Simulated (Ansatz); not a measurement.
**SnO2: an axial (c/a) deformation path**

An exercise on one series of results from a longer session: the logs are not shown, and one member is left open.

Method: DFT LDA, scalar-relativistic, plane waves, PAW, in Ansatz 0.2.0.

### The starting structure

The structure is tetragonal, space group P4_2/mnm (No. 136). Conventional cell: a = 4.723 Å, b = 4.723 Å, c = 3.190 Å, α = 90.00°, β = 90.00°, γ = 90.00°. Sn (site symmetry mmm) has 6 O at 2.04 to 2.05 Å as nearest neighbours. Around O (site symmetry m2m) lie 3 Sn at 2.04 to 2.05 Å.

As a file:

```
Sn O
1.0
     4.72127    0.00000    0.00000
     0.00000    4.72425    0.00000
     0.00000    0.00000    3.19002
Sn O
2 4
Cartesian
  2.3606 2.3621 1.5950
  0.0000 0.0000 0.0000
  1.4427 1.4483 0.0000
  3.8033 0.9138 1.5950
  0.9180 3.8104 1.5950
  3.2786 3.2759 0.0000
```

It goes back to an entry of the Materials Project, which need not be the stable form.

This cell was relaxed beforehand with the same method: volume 11.86 Å³/atom, gap on the mesh 1.16 eV.

Set-up of the first run:

input.yaml reads:

```yaml
crystal:
  lattice:
    - [4.7212714757, 0.0, 0.0]
    - [0.0, 4.7242464866, 0.0]
    - [0.0, 0.0, 3.1900194031]
  atoms:
    - { symbol: Sn, position: [0.5, 0.5, 0.5] }
    - { symbol: Sn, position: [0.0, 0.0, 0.0] }
    - { symbol: O, position: [0.3055669669, 0.3065721211, 0.0] }
    - { symbol: O, position: [0.8055669669, 0.1934278789, 0.5] }
    - { symbol: O, position: [0.1944330331, 0.8065721211, 0.5] }
    - { symbol: O, position: [0.6944330331, 0.6934278789, 0.0] }
basis:
  ecutwfc: 420
kpoints:
  mp_grid: { grid: [6, 6, 10] }
hamiltonian:
  xc: lda
scf:
  occupations: { method: gaussian, width: 0.05 }
output:
  forces: true
  stress: true
  eigenvalues: true
  write_density: true
  write_potential: true
  elf: true
  volumetric_format: npy
```

Command:

```sh
> ansatz run input.yaml --threads 1 --pin off --max-ram 2560MiB --backend cpu --events-out ev --progress --plain --runs-dir out
```

Steps of the session up to this table: The undisturbed cell; At ρ = 0.850; ρ = 1.200; Point ρ = 0.920; Point ρ = 1.100; ρ = 0.960; Point ρ = 1.050; ρ = 0.800; Point ρ = 1.300.

One of the session's tables, all rows but one given; the rest of the session is left out.

It belongs to the step «The scan collected». 

| ρ | ΔE (meV/atom) | pressure (GPa) | gap on the mesh (eV) |
| --- | --- | --- | --- |
| 0.800 | 333.9 | 16.6 | 1.80 |
| 0.850 | 170.2 | 10.7 | 1.69 |
| 0.920 | 42.4 | 4.5 | 1.45 |
| 0.960 | 9.9 | 1.9 | 1.30 |
| 1.000 | 0.0 | 0.0 | 1.16 |
| 1.050 | 12.9 | -1.5 | 1.03 |
| 1.100 | 47.5 | -2.2 | 0.96 |
| 1.200 | ? | ? | ? |
| 1.300 | 315.7 | 1.7 | 1.21 |

**Question.** Estimate the row for ρ = 1.200.

Worked estimate for «ΔE (meV/atom)». A straight line through the neighbours (1.100, 47.5) and (1.300, 315.7) gives 47.5 + (315.7 − 47.5) × (1.200 − 1.100) / (1.300 − 1.100) = 181.6; a parabola fitted to 3 rows on both sides gives 155.6.

The run gave: ΔE (meV/atom): 162.0; pressure (GPa): -1.5; gap on the mesh (eV): 1.01. In «ΔE (meV/atom)» the line misses by +19.6 and the parabola by -6.4.
